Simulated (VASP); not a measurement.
## Ge (strained diamond), PBE single-point calculation: VASP's output and Ansatz's

POSCAR

```
Ge
 1.0000000000000000
     0.0000000000000000    2.7233985716000002    2.7233985716000002
     2.7233985716000002    0.0000000000000000    2.7233985716000002
     2.7233985716000002    2.7233985716000002    0.0000000000000000
 Ge
   2
Cartesian
  0.0000000000000000  0.0000000000000000  0.0000000000000000
  1.3616992857999999  1.3616992857999999  1.3616992857999999
```

VASP ran with the recommended PBE PAW datasets (28 valence electrons in the cell).

From OUTCAR

```
k-points           NKPTS =     29   k-points in BZ     NKDIM =     29   number of bands    NBANDS=     21

   NELECT =      28.0000    total number of electrons

   dimension x,y,z NGX =    30 NGY =   30 NGZ =   30
   dimension x,y,z NGXF=    60 NGYF=   60 NGZF=   60

  energy-cutoff  :      520.00
  volume of cell :       40.40
      direct lattice vectors                 reciprocal lattice vectors
     0.000000000  2.723398572  2.723398572    -0.183594133  0.183594133  0.183594133
     2.723398572  0.000000000  2.723398572     0.183594133 -0.183594133  0.183594133
     2.723398572  2.723398572  0.000000000     0.183594133  0.183594133 -0.183594133

 k-points in reciprocal lattice and weights: KPOINTS created by Atomic Simulation Env
   0.00000000  0.00000000  0.00000000       0.002
   0.12500000  0.00000000  0.00000000       0.016
   0.25000000  0.00000000  0.00000000       0.016
   0.37500000  0.00000000  0.00000000       0.016
   0.50000000  0.00000000  0.00000000       0.008
   0.12500000  0.12500000  0.00000000       0.012
   0.25000000  0.12500000  0.00000000       0.047
   0.37500000  0.12500000  0.00000000       0.047
   ...

 E-fermi :   6.3778

 k-point     1 :       0.0000    0.0000    0.0000
  band No.  band energies     occupation
      1     -18.8375      2.00000
      2     -18.8375      2.00000
      3     -18.8375      2.00000
      4     -18.7917      2.00000
      5     -18.7917      2.00000
      6     -18.5110      2.00000
      7     -18.5110      2.00000
      8     -18.5110      2.00000
      9     -18.4841      2.00000
     10     -18.4841      2.00000
     11      -7.5228      2.00000
     12       6.1798      1.99990
     13       6.1798      1.99990
     14       6.1798      1.99990
     15       7.3023      0.00000
     16       8.7686      0.00000
     17       8.7686      0.00000
     18       8.7686      0.00000
     19      12.8734      0.00000
     20      15.9703      0.00000
     21      15.9703      0.00000

 k-point     2 :       0.1250    0.0000    0.0000
  band No.  band energies     occupation
      1     -18.8487      2.00000
      2     -18.8487      2.00000
      3     -18.8343      2.00000
      4     -18.7758      2.00000
      5     -18.7758      2.00000
      6     -18.5240      2.00000
      7     -18.5240      2.00000
      8     -18.5149      2.00000
      9     -18.4734      2.00000
     10     -18.4734      2.00000
     11      -7.3108      2.00000
     12       3.9124      2.00000
     13       5.7876      2.00000
     14       5.7876      2.00000
     15       7.7643      0.00000
     16       9.2830      0.00000
     17       9.2830      0.00000
     18      10.1024      0.00000
     19      13.8874      0.00000
     20      14.9309      0.00000
     21      14.9309      0.00000

 k-point     3 :       0.2500    0.0000    0.0000
  band No.  band energies     occupation
      1     -18.8620      2.00000
      2     -18.8620      2.00000
      3     -18.8265      2.00000
      4     -18.7525      2.00000
      5     -18.7525      2.00000
      6     -18.5406      2.00000
      7     -18.5406      2.00000
      8     -18.5246      2.00000
      9     -18.4612      2.00000
     10     -18.4612      2.00000
     11      -6.6924      2.00000
     12       1.2621      2.00000
     13       5.1672      2.00000
     14       5.1672      2.00000
     15       7.2587      0.00000
     16       9.9530      0.00000
     17       9.9530      0.00000
     18      12.5148      0.00000
     19      14.3959      0.00000
     20      14.6856      0.00000
     21      14.6856      0.00000

 k-point     4 :       0.3750    0.0000    0.0000
  band No.  band energies     occupation
      1     -18.8681      2.00000
      2     -18.8681      2.00000
      3     -18.8186      2.00000
      4     -18.7391      2.00000
      5     -18.7391      2.00000
      6     -18.5486      2.00000
      7     -18.5486      2.00000
      8     -18.5345      2.00000
      9     -18.4550      2.00000
     10     -18.4550      2.00000
     11      -5.7711      2.00000
     12      -0.9399      2.00000
     13       4.7352      2.00000
     14       4.7352      2.00000
     15       6.8707      0.00000
     16      10.0363      0.00000
     17      10.0363      0.00000
     18      13.5446      0.00000
     19      15.3103      0.00000
     20      16.0525      0.00000
     21      16.0525      0.00000

 ...

  Total        3.7153029      3.7153029      3.7153029      0.0000000      0.0000000      0.0000000
  in kB      147.3469667    147.3469667    147.3469667      0.0000000      0.0000000      0.0000000
  external PRESSURE =     147.3469667 kB  Pullay stress =       0.0000000 kB

 POSITION                                       TOTAL-FORCE (eV/Angst)
 -----------------------------------------------------------------------------------
      0.00000      0.00000      0.00000        -0.000000     -0.000000      0.000000
      1.36170      1.36170      1.36170         0.000000      0.000000     -0.000000
 -----------------------------------------------------------------------------------
    total drift:                                0.000000     -0.000000      0.000000

  FREE ENERGIE OF THE ION-ELECTRON SYSTEM (eV)
  ---------------------------------------------------
  free  energy   TOTEN  =        -8.7365572961 eV

  energy  without entropy=       -8.7365570317  energy(sigma->0) =       -8.73655716
```

Each program uses its own PAW datasets. VASP's cell holds 28 valence electrons and Ansatz's 28. Ansatz's stress includes a Pulay correction; VASP's doesn't.

Question: What does Ansatz give for the same cell and level of theory?

Answer: gap between bands v and c 0.38 eV; least direct gap 1.11 eV; pressure 14.8 GPa.

Ansatz printed

```
SCF 1 converged in 7 iterations: F = -8589.666710 eV  dr2 = 8.76e-9
  greatest PAW one-centre occupation: 0.998 electrons in one spin orbital (limit 2), on the Ge atom at site 1 (counted from 0), in its partial waves of l = 2
NSCF: frozen V_eff on 7 k-points
SCF converged after 7 iterations
Free energy (F): -8589.666710 eV
Harris-Foulkes:  -8589.666710 eV  (|F-HF|=1.75e-8)
Internal energy: -8589.666710 eV  (E = F + TS)
E sigma→0 (E₀):  -8589.666710 eV
Entropy (-TS):   -0.000000 eV (-0.000 meV/atom)
Fermi energy:    10.385636 eV
--- Per-component energies (eV) ---
  E_band       = -259.788800
  E_kinetic    = 226.802246
  E_local      = -4774.802750  (includes V_loc(G=0)·N_el)
  E_nonlocal   = 838.949043
  E_hartree    = 2104.351581
  E_xc         = -152.999636
  E_vxc        = -131.737531  (∫ρ·V_xc dr)
  E_paw        = -4040.726617  (= ΣΔE_a)
  E_vpaw       = -627.696862  (= ΣTr[D̂ρ^β])
  E_aug_tail   = 0.000604  (compensation charges beyond the density's cutoff)
  E_ewald      = -2791.241181
  E_smearing   = -0.000000  (= −TS)
  E_closure    = 0.000000  (closes the sum)
  Σ components = -8589.666710   (vs F -8589.666710, Δ=0.00e0)
--- Forces (eV/Å), atoms counted from 1 ---
  atom   1  Ge     0.00000000     0.00000000     0.00000000
  atom   2  Ge     0.00000000     0.00000000     0.00000000
  max |Σ_I F_I| component: 6.48e-17 eV/Å
--- Stress (GPa, compression-positive) ---
       14.837993      -0.000000      -0.000000
       -0.000000      14.837993      -0.000000
       -0.000000      -0.000000      14.837993
  P = ⅓ Tr σ = 14.8380 GPa (148.380 kbar)
--- Band table (eV; the first three rows and the last of 29) ---
  k-point 0: bands = ["-14.8194", "-14.8194", "-14.8194", "-14.7741", "-14.7741", "-14.4922", "-14.4922", "-14.4922", "-14.4660", "-14.4660", "-3.5145", "10.1902", "10.1902", "10.1902", "11.3025", "12.7716", "12.7716", "12.7716"]
  k-point 1: bands = ["-14.8307", "-14.8307", "-14.8162", "-14.7581", "-14.7581", "-14.5056", "-14.5056", "-14.4962", "-14.4550", "-14.4550", "-3.3025", "7.9208", "9.7976", "9.7976", "11.7665", "13.2856", "13.2856", "14.1055"]
  k-point 2: bands = ["-14.8440", "-14.8440", "-14.8084", "-14.7348", "-14.7348", "-14.5224", "-14.5224", "-14.5060", "-14.4426", "-14.4426", "-2.6839", "5.2710", "9.1771", "9.1771", "11.2617", "13.9542", "13.9542", "16.5177"]
  k-point 28: bands = ["-14.8829", "-14.8829", "-14.6963", "-14.6963", "-14.6283", "-14.6283", "-14.5838", "-14.5838", "-14.3987", "-14.3987", "0.9681", "0.9681", "5.7039", "5.7039", "14.9640", "14.9640", "14.9641", "14.9641"]
```
